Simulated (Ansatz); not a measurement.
Input for Ansatz (plane-wave DFT, PAW):

```yaml
crystal:
  lattice:
    - [-6.011583, 6.832631, -0.353933]
    - [-6.003992, -0.346342, 6.830349]
    - [0.359956, 6.838654, 6.843963]
  atoms:
    - { symbol: Li, position: [0.9130978626, 0.0645393108, 0.0249990735] }
    - { symbol: Li, position: [0.478145226, 0.9775850287, 0.9745815604] }
    - { symbol: Li, position: [0.9901897966, 0.4890009555, 0.9214034558] }
    - { symbol: Li, position: [0.5655670369, 0.4121578294, 0.0244363487] }
    - { symbol: Li, position: [0.1300878796, 0.6289786224, 0.1763164178] }
    - { symbol: K, position: [0.9918284679, 0.0026661504, 0.526441138] }
    - { symbol: K, position: [0.4862504542, 0.9852851806, 0.5297811005] }
    - { symbol: K, position: [0.50152893, 0.4909961872, 0.5259789654] }
    - { symbol: I, position: [0.7013319716, 0.7180338829, 0.8188713598] }
    - { symbol: I, position: [0.2036442731, 0.7030982669, 0.8184303971] }
    - { symbol: I, position: [0.7068864312, 0.2056527662, 0.8272359391] }
    - { symbol: I, position: [0.7917040723, 0.7686699175, 0.2625701375] }
    - { symbol: I, position: [0.2185905454, 0.2005081416, 0.8187808765] }
    - { symbol: I, position: [0.2726035224, 0.7738544021, 0.2672695009] }
    - { symbol: I, position: [0.7757606986, 0.2745671788, 0.2275188687] }
    - { symbol: I, position: [0.2709313246, 0.2907540802, 0.2621155955] }
basis:
  ecutwfc: 420
kpoints:
  mp_grid: { grid: [3, 3, 3] }
hamiltonian:
  xc: pbe
scf:
  occupations: { method: gaussian, width: 0.02 }
  n_extra_bands: 8
output:
  forces: true
  stress: true
  eigenvalues: true
  populations: true
  dos:
    method: { smearing: { sigma: 0.1, scheme: gaussian } }
    projected: true
    de: 0.02
  write_density: true
  write_potential: true
  elf: true
  volumetric_format: npy
```

Command:
```bash
ansatz run input.yaml --threads 4 --pin off --max-ram 9216MiB --backend cpu --events-out ev --progress --plain --runs-dir out
```

The calculation used DFT PBE, scalar-relativistic, plane waves, PAW in Ansatz 0.2.0.

From the run's log, abridged (iterations and final results):

```
SCF iter   1: F=—  HF=-65760.684280 eV  |F-HF|=—  |Δ(HF+E_count)|=         —  Δρ=5.96e-4  dr2=3.15e-3  ethr=1.77e-3  ⟨swp⟩=8.5  Hψ=6417  notcnv=0
SCF iter   2: F=—  HF=-65760.681488 eV  |F-HF|=—  |Δ(HF+E_count)|=   2.79e-3  Δρ=3.46e-4  dr2=9.71e-4  ethr=1.77e-6  ⟨swp⟩=3.1  Hψ=3085  notcnv=0  defer=41
SCF iter   3: F=—  HF=-65760.681426 eV  |F-HF|=—  |Δ(HF+E_count)|=   6.16e-5  Δρ=1.48e-4  dr2=1.69e-4  ethr=5.45e-7  ⟨swp⟩=2.0  Hψ=2493  notcnv=0  defer=41
SCF iter   4: F=—  HF=-65760.681556 eV  |F-HF|=—  |Δ(HF+E_count)|=   1.29e-4  Δρ=4.65e-5  dr2=1.90e-5  ethr=9.51e-8  ⟨swp⟩=3.0  Hψ=2498  notcnv=0  defer=41
SCF iter   5: F=—  HF=-65760.681685 eV  |F-HF|=—  |Δ(HF+E_count)|=   1.29e-4  Δρ=1.58e-5  dr2=1.68e-6  ethr=1.07e-8  ⟨swp⟩=3.0  Hψ=2563  notcnv=0  defer=41
SCF iter   6: F=-65760.681685 eV  HF=-65760.681685 eV  |F-HF|=9.09e-8  |Δ(HF+E_count)|=   1.92e-7  Δρ=3.19e-6  dr2=8.84e-8  ethr=5.62e-11  ⟨swp⟩=14.7  Hψ=12072  notcnv=0
SCF 1 converged in 6 iterations: F = -65760.681685 eV  dr2 = 8.84e-8
SCF converged after 6 iterations
Free energy (F): -65760.681685 eV
Harris-Foulkes:  -65760.681685 eV  (|F-HF|=9.09e-8)
Internal energy: -65760.681685 eV  (E = F + TS)
E sigma→0 (E₀):  -65760.681685 eV
Fermi energy:    4.039081 eV
--- Per-component energies (eV) ---
  E_band       = -4133.874352
  E_kinetic    = 2378.472731
  E_local      = -20767.400195  (includes V_loc(G=0)·N_el)
  E_nonlocal   = -848.676466
  E_hartree    = 10095.691166
  E_xc         = -1482.786348
  E_vxc        = -1591.327280  (∫ρ·V_xc dr)
  E_paw        = -40988.319809  (= ΣΔE_a)
  E_vpaw       = -3496.328631  (= ΣTr[D̂ρ^β])
  E_aug_tail   = -0.000010  (compensation charges beyond the density's cutoff)
  E_ewald      = -14147.662754
  E_smearing   =  0.000000  (= −TS)
--- Forces (eV/Å), atoms counted from 1 ---
  atom   1  Li     0.00847671     0.00326215     0.01446751
  atom   2  Li     0.00449477     0.00950228     0.00652259
  atom   3  Li     0.01337593     0.00532290     0.00883381
  atom   4  Li    -0.00101823     0.01672535    -0.00015924
  atom   5  Li     0.00034944     0.00160362     0.00849510
  atom   6  K     -0.00193917    -0.00674813    -0.00389644
  atom   7  K     -0.02114335    -0.00454651    -0.01389738
  atom   8  K     -0.01030090     0.00120057    -0.00534428
  atom   9  I      0.00017414    -0.00603616     0.00734093
  atom  10  I      0.00566218    -0.00156346    -0.00447578
  atom  11  I      0.00441113    -0.00989928    -0.00057601
  atom  12  I      0.00164814     0.00425910    -0.00373460
  atom  13  I     -0.00087252     0.00336541    -0.00610425
  atom  14  I     -0.00441997    -0.00244107    -0.00757944
  atom  15  I     -0.00332588    -0.00630522    -0.00581206
  atom  16  I      0.00447692    -0.00769356     0.00592805
--- Stress (GPa, compression-positive) ---
        0.015998      -0.018656      -0.030820
       -0.018656       0.053441      -0.038542
       -0.030819      -0.038542       0.043278
  P = ⅓ Tr σ = 0.0376 GPa (0.376 kbar)
--- Band table (eV; the first three rows and the last of 14) ---
  k-point 0: bands = ["-43.1218", "-42.9575", "-42.9558", "-42.9233", "-42.5658", "-41.2409", "-41.2378", "-41.2307", "-41.2068", "-41.2067", "-41.1246", "-41.1223", "-41.1117", "-41.0885", "-41.0885", "-41.0498", "-41.0484", "-41.0449", "-41.0435", "-41.0265", "-41.0214", "-41.0081", "-41.0068", "-41.0051", "-41.0038", "-41.0019", "-40.9989", "-40.9823", "-40.9797", "-40.9735", "-40.7912", "-40.7887", "-40.7799", "-40.7776", "-40.7647", "-40.7619", "-40.7572", "-40.7459", "-40.7436", "-40.7420", "-40.7370", "-40.7364", "-40.7333", "-40.7305", "-40.7248", "-26.8198", "-26.8148", "-26.8110", "-10.4204", "-10.3718", "-10.3570", "-10.3429", "-10.3182", "-10.3120", "-10.3016", "-10.2952", "-10.2 ...
  k-point 1: bands = ["-43.1218", "-42.9575", "-42.9558", "-42.9233", "-42.5658", "-41.2409", "-41.2378", "-41.2307", "-41.2068", "-41.2067", "-41.1246", "-41.1223", "-41.1117", "-41.0885", "-41.0885", "-41.0498", "-41.0484", "-41.0449", "-41.0435", "-41.0265", "-41.0214", "-41.0081", "-41.0068", "-41.0051", "-41.0038", "-41.0019", "-40.9989", "-40.9823", "-40.9797", "-40.9735", "-40.7912", "-40.7887", "-40.7799", "-40.7776", "-40.7647", "-40.7619", "-40.7572", "-40.7459", "-40.7436", "-40.7420", "-40.7370", "-40.7364", "-40.7333", "-40.7305", "-40.7248", "-26.8198", "-26.8148", "-26.8110", "-10.4198", "-10.3717", "-10.3593", "-10.3435", "-10.3181", "-10.3118", "-10.3015", "-10.2951", "-10.2 ...
  k-point 2: bands = ["-43.1218", "-42.9575", "-42.9558", "-42.9233", "-42.5658", "-41.2409", "-41.2378", "-41.2307", "-41.2068", "-41.2067", "-41.1246", "-41.1223", "-41.1117", "-41.0885", "-41.0885", "-41.0498", "-41.0484", "-41.0449", "-41.0435", "-41.0265", "-41.0214", "-41.0081", "-41.0068", "-41.0051", "-41.0038", "-41.0019", "-40.9989", "-40.9823", "-40.9797", "-40.9735", "-40.7912", "-40.7887", "-40.7799", "-40.7776", "-40.7647", "-40.7619", "-40.7572", "-40.7459", "-40.7436", "-40.7420", "-40.7370", "-40.7364", "-40.7333", "-40.7305", "-40.7248", "-26.8197", "-26.8150", "-26.8110", "-10.4076", "-10.3653", "-10.3494", "-10.3399", "-10.3266", "-10.3188", "-10.3084", "-10.3025", "-10.2 ...
  k-point 13: bands = ["-43.1218", "-42.9575", "-42.9558", "-42.9233", "-42.5658", "-41.2409", "-41.2378", "-41.2307", "-41.2068", "-41.2067", "-41.1246", "-41.1223", "-41.1117", "-41.0885", "-41.0885", "-41.0498", "-41.0484", "-41.0449", "-41.0435", "-41.0265", "-41.0214", "-41.0081", "-41.0068", "-41.0051", "-41.0038", "-41.0019", "-40.9989", "-40.9823", "-40.9797", "-40.9735", "-40.7912", "-40.7887", "-40.7799", "-40.7776", "-40.7647", "-40.7619", "-40.7572", "-40.7459", "-40.7436", "-40.7420", "-40.7370", "-40.7364", "-40.7333", "-40.7305", "-40.7248", "-26.8195", "-26.8150", "-26.8111", "-10.3916", "-10.3680", "-10.3411", "-10.3378", "-10.3338", "-10.3214", "-10.3120", "-10.3091", "-10. ...
--- Löwdin populations: 16 sites ---
  site symbol q [e]
     0     Li      2.3722
     1     Li      2.3758
     2     Li      2.3596
     3     Li      2.3721
     4     Li      2.3764
     5      K      8.2903
     6      K      8.2944
     7      K      8.2903
     8      I     17.5889
     9      I     17.5998
    10      I     17.5796
    11      I     17.6085
    12      I     17.5889
    13      I     17.6039
    14      I     17.5829
    15      I     17.6081
  spilling = 0.002855 (of n_electrons = 178.000000)
```

The run converged.

The run took 49 s on 4 threads of Arm Neoverse V1, with other jobs on the host, peak memory 1.8 GiB.